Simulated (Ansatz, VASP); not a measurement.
## Sc in VASP and in Ansatz

run.py

```python
from ase.calculators.vasp import Vasp
from ase.dft.bandgap import bandgap
from ase.io import read

atoms = read('Sc.cif')
calc = Vasp(
    directory='calc',
    xc='pbe',
    pp='PBE',
    setups='minimal',
    prec='Accurate',
    encut=500,
    ediff=1e-06,
    ismear=0,
    sigma=0.1,
    lreal=False,
    lasph=True,
    nelm=80,
    algo='Fast',
    isif=2,
    lwave=False,
    lcharg=True,
    lelf=True,
    lvhar=True,
    kpts=[9, 9, 5],
    gamma=True,
)
atoms.calc = calc

print('energy (eV):', atoms.get_potential_energy())
print('free energy (eV):', atoms.get_potential_energy(force_consistent=True))
print('forces (eV/A):')
print(atoms.get_forces())
print('stress (eV/A^3, Voigt):', atoms.get_stress())
print('Fermi level (eV):', calc.get_fermi_level())
gap, top, bottom = bandgap(calc)
print('band gap (eV):', gap, 'from (spin, k, band)', top, 'to', bottom)
```

Contents of Sc.cif:

```cif
data_Sc
_cell_length_a 3.30900000
_cell_length_b 3.30900000
_cell_length_c 5.27330000
_cell_angle_alpha 90.00000000
_cell_angle_beta 90.00000000
_cell_angle_gamma 120.00000000
_space_group_name_H-M_alt 'P1'
_space_group_name_Hall 'P 1'
_space_group_IT_number 1
loop_
_space_group_symop_operation_xyz
'x,y,z'
loop_
_atom_site_label
_atom_site_type_symbol
_atom_site_symmetry_multiplicity
_atom_site_Wyckoff_symbol
_atom_site_fract_x
_atom_site_fract_y
_atom_site_fract_z
_atom_site_occupancy
Sc1 Sc 1 a 0.6666666667 0.3333333333 0.7500000000 1
Sc2 Sc 1 a 0.3333333333 0.6666666667 0.2500000000 1
```

Contents of input.yaml:

```yaml
crystal:
  lattice:
    - [3.309, 0.0, 0.0]
    - [-1.6545, 2.8656780611, 0.0]
    - [0.0, 0.0, 5.2733]
  atoms:
    - { symbol: Sc, position: [0.6666666667, 0.3333333333, 0.75] }
    - { symbol: Sc, position: [0.3333333333, 0.6666666667, 0.25] }
hamiltonian:
  xc: pbe
  pseudopotentials: { kind: paw }
kpoints:
  mp_grid: { grid: [9, 9, 5] }
scf:
  occupations: { method: gaussian, width: 0.1 }
output:
  forces: true
  stress: true
  eigenvalues: true
  write_density: true
  write_potential: true
  elf: true
  volumetric_format: npy
```

Alike in both runs: task single point; functional PBE; k mesh 9 × 9 × 5; occupations gaussian, width 0.1 eV; no spin polarisation.

|  | VASP | Ansatz |
| --- | --- | --- |
| version | VASP 6.6.1 | Ansatz 0.2.0 |
| potentials or method | VASP PAW PBE potentials, release 64 (Sc_sv) | Ansatz PAW |
| plane-wave cutoff (eV) | 500 | 420 |
| valence electrons in the cell | 22 | 22 |

```csv
,VASP,Ansatz,Ansatz less VASP
gap on the k mesh at the Fermi level (eV),none,none,-
pressure (GPa),-0.7,-0.7,-0.02
largest component of the traceless stress (GPa),1.01,1.02,+0.005
```

A gap of «none» marks a metal or a gap that the smearing closes.
